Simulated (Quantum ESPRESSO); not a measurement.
# Os (P6_3/mmc) in Quantum ESPRESSO: further runs

Aim: see how the results for Os move with the level of theory and the settings. Levels: BLYP, vdW-DF-cx. Tasks: band structure, density of states.

Program: Quantum ESPRESSO 7.5. These are calculated values, not measurements. Logs are shortened: lines on timing, memory, paths and dates and some standing lists are left out, and cuts for length are marked.

**1. The crystal as given**

Symmetry: P6_3/mmc, No. 194, hexagonal system. Conventional cell: a = 2.734 Å, b = 2.734 Å, c = 4.320 Å, α = 90.00°, β = 90.00°, γ = 120.00°. Os (site symmetry -6m2) is surrounded by 12 Os at 2.68 to 2.73 Å.

**2. Band structure, BLYP, spin-orbit coupling, no magnetisation**

Contents of pw.in:

```
&CONTROL
  calculation = 'scf'
  prefix = 'pwscf'
  outdir = './tmp'
  pseudo_dir = './pseudo'
  tprnfor = .true.
  tstress = .true.
  disk_io = 'low'
/
&SYSTEM
  ibrav = 0
  nat = 2
  ntyp = 1
  ecutwfc = 74
  nbnd = 48
  input_dft = 'blyp'
  occupations = 'smearing'
  smearing = 'fd'
  degauss = 0.02204959
  noncolin = .true.
  lspinorb = .true.
/
&ELECTRONS
  conv_thr = 4d-10
  electron_maxstep = 120
  mixing_beta = 0.5
  mixing_mode = 'local-TF'
/
ATOMIC_SPECIES
Os   190.2300 Os.upf
CELL_PARAMETERS angstrom
   2.7341000000    0.0000000000    0.0000000000
  -1.3670500000    2.3678000565    0.0000000000
   0.0000000000    0.0000000000    4.3197000000
ATOMIC_POSITIONS angstrom
Os     1.3670500001    0.7892666854    3.2397750000
Os    -0.0000000001    1.5785333711    1.0799250000
K_POINTS automatic
11 11 6 0 0 0
```

Contents of bands.in:

```
&CONTROL
  calculation = 'bands'
  prefix = 'pwscf'
  outdir = './tmp'
  pseudo_dir = './pseudo'
  disk_io = 'low'
  verbosity = 'high'
/
&SYSTEM
  ibrav = 0
  nat = 2
  ntyp = 1
  ecutwfc = 74
  nbnd = 48
  input_dft = 'blyp'
  occupations = 'smearing'
  smearing = 'fd'
  degauss = 0.02204959
  noncolin = .true.
  lspinorb = .true.
/
&ELECTRONS
  conv_thr = 1d-08
  electron_maxstep = 120
  mixing_beta = 0.5
  mixing_mode = 'local-TF'
  diago_full_acc = .true.
/
ATOMIC_SPECIES
Os   190.2300 Os.upf
CELL_PARAMETERS angstrom
   2.7341000000    0.0000000000    0.0000000000
  -1.3670500000    2.3678000565    0.0000000000
   0.0000000000    0.0000000000    4.3197000000
ATOMIC_POSITIONS angstrom
Os     1.3670500001    0.7892666854    3.2397750000
Os    -0.0000000001    1.5785333711    1.0799250000
K_POINTS crystal
60
 0.0000000000  0.0000000000  0.0000000000 1
 0.0714285714  0.0000000000  0.0000000000 1
 0.1428571429  0.0000000000  0.0000000000 1
 0.2142857143  0.0000000000  0.0000000000 1
 0.2857142857  0.0000000000  0.0000000000 1
 0.3571428571  0.0000000000  0.0000000000 1
 0.4285714286  0.0000000000  0.0000000000 1
 0.5000000000  0.0000000000  0.0000000000 1
 0.4583333333  0.0833333333  0.0000000000 1
 0.4166666667  0.1666666667  0.0000000000 1
 0.3750000000  0.2500000000  0.0000000000 1
 0.3333333333  0.3333333333  0.0000000000 1
 0.2962962963  0.2962962963  0.0000000000 1
 0.2592592593  0.2592592593  0.0000000000 1
 0.2222222222  0.2222222222  0.0000000000 1
 0.1851851852  0.1851851852  0.0000000000 1
 0.1481481481  0.1481481481  0.0000000000 1
 0.1111111111  0.1111111111  0.0000000000 1
 0.0740740741  0.0740740741  0.0000000000 1
 0.0370370370  0.0370370370  0.0000000000 1
 0.0000000000  0.0000000000  0.0000000000 1
 0.0000000000  0.0000000000  0.1250000000 1
 0.0000000000  0.0000000000  0.2500000000 1
 0.0000000000  0.0000000000  0.3750000000 1
 0.0000000000  0.0000000000  0.5000000000 1
 0.0625000000  0.0000000000  0.5000000000 1
 0.1250000000  0.0000000000  0.5000000000 1
 0.1875000000  0.0000000000  0.5000000000 1
 0.2500000000  0.0000000000  0.5000000000 1
 0.3125000000  0.0000000000  0.5000000000 1
 0.3750000000  0.0000000000  0.5000000000 1
 0.4375000000  0.0000000000  0.5000000000 1
 0.5000000000  0.0000000000  0.5000000000 1
 0.4666666667  0.0666666667  0.5000000000 1
 0.4333333333  0.1333333333  0.5000000000 1
 0.4000000000  0.2000000000  0.5000000000 1
 0.3666666667  0.2666666667  0.5000000000 1
 0.3333333333  0.3333333333  0.5000000000 1
 0.3030303030  0.3030303030  0.5000000000 1
 0.2727272727  0.2727272727  0.5000000000 1
 0.2424242424  0.2424242424  0.5000000000 1
 0.2121212121  0.2121212121  0.5000000000 1
 0.1818181818  0.1818181818  0.5000000000 1
 0.1515151515  0.1515151515  0.5000000000 1
 0.1212121212  0.1212121212  0.5000000000 1
 0.0909090909  0.0909090909  0.5000000000 1
 0.0606060606  0.0606060606  0.5000000000 1
 0.0303030303  0.0303030303  0.5000000000 1
 0.0000000000  0.0000000000  0.5000000000 1
 0.5000000000  0.0000000000  0.5000000000 1
 0.5000000000  0.0000000000  0.3750000000 1
 0.5000000000  0.0000000000  0.2500000000 1
 0.5000000000  0.0000000000  0.1250000000 1
 0.5000000000  0.0000000000  0.0000000000 1
 0.3333333333  0.3333333333  0.0000000000 1
 0.3333333333  0.3333333333  0.1000000000 1
 0.3333333333  0.3333333333  0.2000000000 1
 0.3333333333  0.3333333333  0.3000000000 1
 0.3333333333  0.3333333333  0.4000000000 1
 0.3333333333  0.3333333333  0.5000000000 1
```

Potentials or basis: PseudoDojo 0.4 FR PBE stringent.

The run is started by

```bash
$ OMP_NUM_THREADS=1 pw.x -in pw.in > pw.out
$ OMP_NUM_THREADS=1 pw.x -in bands.in > bands.out
```

pw.out:

```text
This program is part of the open-source Quantum ESPRESSO suite
     for quantum simulation of materials; please cite
         "P. Giannozzi et al., J. Phys.:Condens. Matter 21 395502 (2009);
         "P. Giannozzi et al., J. Phys.:Condens. Matter 29 465901 (2017);
         "P. Giannozzi et al., J. Chem. Phys. 152 154105 (2020);
     in publications or presentations arising from this work. More details at

     IMPORTANT: XC functional enforced from input :
     Exchange-correlation= BLYP
                           (   1   3   1   3   0   0   0)
     Any further DFT definition will be discarded
     Please, verify this is what you really want

     Message from routine setup:
     using ibrav=0 with symmetry is DISCOURAGED, use correct ibrav instead

     G-vector sticks info
     --------------------
     sticks:   dense  smooth     PW     G-vecs:    dense   smooth      PW
     Sum         547     547    163                16275    16275    2707

     Using Slab Decomposition

     bravais-lattice index     =            0
     lattice parameter (alat)  =       5.1667  a.u.
     unit-cell volume          =     188.7164 (a.u.)^3
     number of atoms/cell      =            2
     number of atomic types    =            1
     number of electrons       =        32.00
     number of Kohn-Sham states=           48
     kinetic-energy cutoff     =      74.0000  Ry
     charge density cutoff     =     296.0000  Ry
     scf convergence threshold =      4.0E-10
     mixing beta               =       0.5000
     number of iterations used =            8  local-TF  mixing
     Exchange-correlation= BLYP
                           (   1   3   1   3   0   0   0)
     Non magnetic calculation with spin-orbit

     celldm(1)=   5.166700  celldm(2)=   0.000000  celldm(3)=   0.000000
     celldm(4)=   0.000000  celldm(5)=   0.000000  celldm(6)=   0.000000

     crystal axes: (cart. coord. in units of alat)
               a(1) = (   1.000000   0.000000   0.000000 )
               a(2) = (  -0.500000   0.866025   0.000000 )
               a(3) = (   0.000000   0.000000   1.579935 )

     reciprocal axes: (cart. coord. in units 2 pi/alat)
               b(1) = (  1.000000  0.577350 -0.000000 )
               b(2) = (  0.000000  1.154701  0.000000 )
               b(3) = (  0.000000 -0.000000  0.632937 )

     PseudoPot. # 1 for Os read from file:
     Os.upf
     Pseudo is Norm-conserving + core correction, Zval = 16.0
     Generated using ONCVPSP code by D. R. Hamann
     Using radial grid of 1344 points, 14 beta functions with:
                l(1) =   0
                l(2) =   0
                l(3) =   1
                l(4) =   1
                l(5) =   1
                l(6) =   1
                l(7) =   2
                l(8) =   2
                l(9) =   2
               l(10) =   2
               l(11) =   3
               l(12) =   3
               l(13) =   3
               l(14) =   3

     atomic species   valence    mass     pseudopotential
     Os               16.00   190.23000     Os( 1.00)

     24 Sym. Ops., with inversion, found (12 have fractional translation)

   Cartesian axes

     site n.     atom                  positions (alat units)
         1        Os     tau(   1) = (   0.5000000   0.2886751   1.1849512  )
         2        Os     tau(   2) = (  -0.0000000   0.5773503   0.3949837  )

     number of k points=    64  Fermi-Dirac smearing, width (Ry)=  0.0220
                       cart. coord. in units 2pi/alat
        k(    1) = (   0.0000000   0.0000000   0.0000000), wk =   0.0013774
        k(    2) = (   0.0000000   0.0000000   0.1054896), wk =   0.0027548
        k(    3) = (   0.0000000   0.0000000   0.2109792), wk =   0.0027548
        k(    4) = (   0.0000000   0.0000000  -0.3164687), wk =   0.0013774
        k(    5) = (   0.0000000   0.1049728   0.0000000), wk =   0.0082645
        k(    6) = (   0.0000000   0.1049728   0.1054896), wk =   0.0165289
[... 56 lines left out ...]
        k(   63) = (   0.2727273   0.5773503   0.2109792), wk =   0.0165289
        k(   64) = (   0.2727273   0.5773503  -0.3164687), wk =   0.0082645

     Dense  grid:    16275 G-vectors     FFT dimensions: (  30,  30,  48)

     Initial potential from superposition of free atoms

     starting charge      31.9996, renormalised to      32.0000
     Starting wfcs are   40 randomized atomic wfcs +    8 random wfcs

     Self-consistent Calculation

     iteration #  1     ecut=    74.00 Ry     beta= 0.50
     Davidson diagonalization with overlap
     ethr =  1.00E-02,  avg # of iterations =  4.8

     Threshold (ethr) on eigenvalues was too large:
     Diagonalizing with lowered threshold

     Davidson diagonalization with overlap
     ethr =  1.13E-04,  avg # of iterations =  4.0

     total energy              =    -404.68230294 Ry
     estimated scf accuracy    <       0.03797000 Ry

     iteration #  2     ecut=    74.00 Ry     beta= 0.50
     Davidson diagonalization with overlap
     ethr =  1.19E-04,  avg # of iterations =  1.3
[... 36 lines left out ...]
     total energy              =    -404.68012875 Ry
     estimated scf accuracy    <          5.6E-10 Ry

     iteration #  8     ecut=    74.00 Ry     beta= 0.50
     Davidson diagonalization with overlap
     ethr =  1.74E-12,  avg # of iterations =  2.0

     End of self-consistent calculation

          k = 0.0000 0.0000 0.0000 (  2033 PWs)   bands (ev):

   -59.5689 -59.5689 -59.4507 -59.4507 -27.9302 -27.9302 -27.6219 -27.6219
   -16.1883 -16.1883 -15.4104 -15.4104 -15.1910 -15.1910 -15.1477 -15.1477
    16.0571  16.0571  19.0776  19.0776  23.3227  23.3227  23.7693  23.7693
    24.0251  24.0251  24.1463  24.1463  24.9966  24.9966  25.2309  25.2309
    25.5947  25.5947  27.0127  27.0127  28.2048  28.2048  28.8139  28.8139
    35.8905  35.8905  40.4602  40.4602  42.7798  42.7798  44.0552  44.0552

          k = 0.0000 0.0000 0.1055 (  2021 PWs)   bands (ev):
[... 559 lines left out ...]
   -59.4444 -59.4444 -59.4444 -59.4444 -27.9533 -27.9533 -27.9491 -27.9491
   -16.2342 -16.2342 -15.9727 -15.9727 -15.7672 -15.7672 -15.5058 -15.5058
    20.7036  20.7036  20.8576  20.8576  21.9892  21.9892  22.0894  22.0894
    23.3537  23.3537  23.4289  23.4289  25.2429  25.2429  25.8296  25.8296
    28.4937  28.4937  28.5953  28.5953  34.4220  34.4220  34.5832  34.5832
    36.2365  36.2365  36.3465  36.3465  38.7151  38.7151  39.1112  39.1112

     the Fermi energy is    26.8731 ev

!    total energy              =    -404.68012875 Ry
     estimated scf accuracy    <          1.3E-10 Ry
     smearing contrib. (-TS)   =      -0.02976454 Ry
     internal energy E=F+TS    =    -404.65036421 Ry

     The total energy is F=E-TS. E is the sum of the following terms:
     one-electron contribution =     -43.36250234 Ry
     hartree contribution      =      45.60464516 Ry
     xc contribution           =     -82.13284630 Ry
     ewald contribution        =    -324.75966073 Ry

     convergence has been achieved in   8 iterations

     Forces acting on atoms (cartesian axes, Ry/au):

     atom    1 type  1   force =     0.00000000   -0.00000000    0.00000000
     atom    2 type  1   force =     0.00000000    0.00000000    0.00000000

     Total force =     0.000000     Total SCF correction =     0.000000

     Computing stress (Cartesian axis) and pressure

          total   stress  (Ry/bohr**3)                   (kbar)     P=      278.82
   0.00187517  -0.00000000   0.00000000          275.85       -0.00        0.00
  -0.00000000   0.00187517   0.00000000           -0.00      275.85        0.00
   0.00000000  -0.00000000   0.00193579            0.00       -0.00      284.76

=------------------------------------------------------------------------------=
   JOB DONE.
=------------------------------------------------------------------------------=
```

Run time: 5.7 min. Hardware: 1 thread of Arm Neoverse V1, shared host; peak memory 0.26 GiB.

These settings aren't checked as converged (typed here: mixing_mode = local-TF; smearing = fermi-dirac; width = 0.3): the numbers below hold their error.

Results:

| Quantity | Value |
| --- | --- |
| Free energy | -5505.9536 eV |
| Pressure | 27.9 GPa |
| Band gap on the k mesh | none (metal or under the smearing width) |

Caveat: the potentials were made for another functional, which shifts forces and pressure.

**3. Density of states, vdW-DF-cx, collinear spin, ferromagnetic start**

Contents of pw.in:

```
&CONTROL
  calculation = 'scf'
  prefix = 'pwscf'
  outdir = './tmp'
  pseudo_dir = './pseudo'
  tprnfor = .true.
  tstress = .true.
  disk_io = 'low'
/
&SYSTEM
  ibrav = 0
  A = 2.7341
  nat = 2
  ntyp = 1
  ecutwfc = 45
  ecutrho = 360
  nbnd = 27
  input_dft = 'vdw-df-cx'
  occupations = 'smearing'
  smearing = 'fd'
  degauss = 0.00734986
  nspin = 2
  starting_magnetization(1) = 0.0625
/
&ELECTRONS
  conv_thr = 4d-10
  electron_maxstep = 120
  mixing_beta = 0.3
/
ATOMIC_SPECIES
Os   190.2300 os_pbe_v1.2.uspp.F.UPF
CELL_PARAMETERS alat
   1.0000000000    0.0000000000    0.0000000000
  -0.5000000000    0.8660254038    0.0000000000
   0.0000000000    0.0000000000    1.5799348963
ATOMIC_POSITIONS alat
Os     0.5000000000    0.2886751346    1.1849511722
Os    -0.0000000001    0.5773502692    0.3949837241
K_POINTS automatic
11 11 6 0 0 0
```

Contents of nscf.in:

```
&CONTROL
  calculation = 'nscf'
  prefix = 'pwscf'
  outdir = './tmp'
  pseudo_dir = './pseudo'
  disk_io = 'low'
/
&SYSTEM
  ibrav = 0
  A = 2.7341
  nat = 2
  ntyp = 1
  ecutwfc = 45
  ecutrho = 360
  nbnd = 27
  input_dft = 'vdw-df-cx'
  occupations = 'tetrahedra_opt'
  nspin = 2
  starting_magnetization(1) = 0.0625
/
&ELECTRONS
  conv_thr = 1d-08
  electron_maxstep = 120
  mixing_beta = 0.3
/
ATOMIC_SPECIES
Os   190.2300 os_pbe_v1.2.uspp.F.UPF
CELL_PARAMETERS alat
   1.0000000000    0.0000000000    0.0000000000
  -0.5000000000    0.8660254038    0.0000000000
   0.0000000000    0.0000000000    1.5799348963
ATOMIC_POSITIONS alat
Os     0.5000000000    0.2886751346    1.1849511722
Os    -0.0000000001    0.5773502692    0.3949837241
K_POINTS automatic
17 17 9 0 0 0
```

Contents of dos.in:

```
&DOS
  prefix = 'pwscf'
  outdir = './tmp'
  fildos = 'dos.dat'
  Emin = 11
  Emax = 36
  DeltaE = 0.05
/
```

Potentials or basis: GBRV 1.5 PBE.

The run is started by

```bash
$ OMP_NUM_THREADS=1 pw.x -in pw.in > pw.out
$ OMP_NUM_THREADS=1 pw.x -in nscf.in > nscf.out
$ OMP_NUM_THREADS=1 dos.x -in dos.in > dos.out
```

pw.out:

```text
This program is part of the open-source Quantum ESPRESSO suite
     for quantum simulation of materials; please cite
         "P. Giannozzi et al., J. Phys.:Condens. Matter 21 395502 (2009);
         "P. Giannozzi et al., J. Phys.:Condens. Matter 29 465901 (2017);
         "P. Giannozzi et al., J. Chem. Phys. 152 154105 (2020);
     in publications or presentations arising from this work. More details at

     IMPORTANT: XC functional enforced from input :
     Exchange-correlation= VDW-DF-CX
                           (   1   4  27   0   1   0   0)
     Any further DFT definition will be discarded
     Please, verify this is what you really want

     Message from routine setup:
     using ibrav=0 with symmetry is DISCOURAGED, use correct ibrav instead

     G-vector sticks info
     --------------------
     sticks:   dense  smooth     PW     G-vecs:    dense   smooth      PW
     Sum         661     337    109                21793     7631    1387

     Using Slab Decomposition
[... 307 lines left out ...]
     atom   2 (R=0.404)  charge= 13.5992  magn= -0.0000

     End of self-consistent calculation

     Number of k-points >= 100: set verbosity='high' to print the bands.

     the Fermi energy is    26.2449 ev

!    total energy              =    -397.02212160 Ry
     estimated scf accuracy    <          5.4E-11 Ry
     smearing contrib. (-TS)   =      -0.00370142 Ry
     internal energy E=F+TS    =    -397.01842018 Ry

     The total energy is F=E-TS. E is the sum of the following terms:
     one-electron contribution =     -41.57932144 Ry
     hartree contribution      =      44.14998771 Ry
     xc contribution           =     -74.82942572 Ry
     ewald contribution        =    -324.75966073 Ry

     total magnetization       =    -0.00 Bohr mag/cell
     absolute magnetization    =     0.00 Bohr mag/cell

     convergence has been achieved in  11 iterations

     negative rho (up, down):  1.267E-01 1.267E-01

     Forces acting on atoms (cartesian axes, Ry/au):

     atom    1 type  1   force =     0.00000000    0.00000000    0.00000000
     atom    2 type  1   force =     0.00000000    0.00000000    0.00000000

     Total force =     0.000000     Total SCF correction =     0.000000

     Computing stress (Cartesian axis) and pressure

     negative rho (up, down):  1.267E-01 1.267E-01
          total   stress  (Ry/bohr**3)                   (kbar)     P=       -6.47
  -0.00005326  -0.00000000   0.00000000           -7.83       -0.00        0.00
  -0.00000000  -0.00005326   0.00000000           -0.00       -7.83        0.00
   0.00000000   0.00000000  -0.00002538            0.00        0.00       -3.73

=------------------------------------------------------------------------------=
   JOB DONE.
=------------------------------------------------------------------------------=
```

Run time: 6 min. Hardware: 1 thread of Arm Neoverse V1, shared host; peak memory 0.29 GiB.

What came out:

| Quantity | Value |
| --- | --- |
| Free energy | -5401.7611 eV |
| Pressure | -0.6 GPa |
| Band gap on the k mesh | none (metal or under the smearing width) |
| Net moment | 0.00 μB per cell |
| Absolute moment | 0.00 μB per cell |
| Valence electrons inside the program's atomic spheres | Os 13.60 |

States per cell in windows of 1 eV (zero at the Fermi level; states under -8 eV left out):
```csv
from (eV),up,down
-8.0,0.66,0.66
-7.0,1.00,1.00
-6.0,0.90,0.90
-5.0,1.01,1.01
-4.0,1.25,1.25
-3.0,1.35,1.35
-2.0,0.95,0.95
-1.0,0.64,0.64
0.0,0.62,0.62
1.0,1.15,1.15
2.0,0.98,0.98
3.0,0.28,0.28
4.0,0.27,0.27
5.0,0.27,0.27
6.0,0.23,0.23
7.0,0.15,0.15
```

Caveat: the potentials were made for another functional, which shifts forces and pressure.
